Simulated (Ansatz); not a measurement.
Wanted: the native input for an Ansatz 0.2.0 run.

```yaml
Task: band structure
Functional: r2SCAN
Potentials_or_basis: Ansatz PAW
Cutoff: "500 eV (not typed: the program's choice for these potentials)"
k_mesh: 7 × 7 × 9
Occupations: fermi-dirac, width 0.05 eV
Spin: no spin polarisation
Path: "[[\"G\", \"M\", \"K\", \"G\", \"A\", \"L\", \"H\", \"A\"], [\"L\", \"M\"], [\"K\", \"H\"]]"
Points_for_each_segment_of_the_path: 14
```

As:

```
As
1.0
     4.56640    0.00000    0.00000
    -2.28320    3.95462    0.00000
     0.00000    0.00000    2.83374
As
2
Direct
  0.33333 0.66667 0.00000
  0.66667 0.33333 0.00000
```

The cell was built by a generator and needn't be a form met in nature.

These files were run (other wordings do the same):

input.yaml

```yaml
crystal:
  lattice:
    - [4.5664, 0.0, 0.0]
    - [-2.2832, 3.95462, 0.0]
    - [0.0, 0.0, 2.83374]
  atoms:
    - { symbol: As, position: [0.33333, 0.66667, 0.0] }
    - { symbol: As, position: [0.66667, 0.33333, 0.0] }
hamiltonian:
  xc: r2scan
  pseudopotentials: { kind: paw }
kpoints:
  mp_grid: { grid: [7, 7, 9] }
  band_path:
    path:
      - [[0.0, 0.0, 0.0], [0.5, 0.0, 0.0], [0.3333333333, 0.3333333333, 0.0], [0.0, 0.0, 0.0], [0.0, 0.0, 0.5], [0.5, 0.0, 0.5], [0.3333333333, 0.3333333333, 0.5], [0.0, 0.0, 0.5]]
      - [[0.5, 0.0, 0.5], [0.5, 0.0, 0.0]]
      - [[0.3333333333, 0.3333333333, 0.0], [0.3333333333, 0.3333333333, 0.5]]
    npoints: 14
scf:
  occupations: { method: fermi_dirac, width: 0.05 }
  n_extra_bands: 6
output:
  forces: true
  stress: true
  eigenvalues: true
  fatbands: false
```

Potentials or basis: Ansatz PAW.

Command:

```console
$ ansatz run input.yaml --threads 2 --pin off --max-ram 5632MiB --backend cpu --events-out ev --progress --plain --runs-dir out
```

It gave:

| Item | Value |
| --- | --- |
| Pressure | -1.7 GPa |
| Band gap on the k mesh | none (metal or under the smearing width) |

Caveat: the PAW data sets come from PBE, with cores solved anew for the run's functional, which leaves a small shift of forces and pressure.

It took 7.3 s on 2 threads of Intel(R) Xeon(R) Processor @ 2.70GHz, on a shared host, peak memory 0.5 GiB.
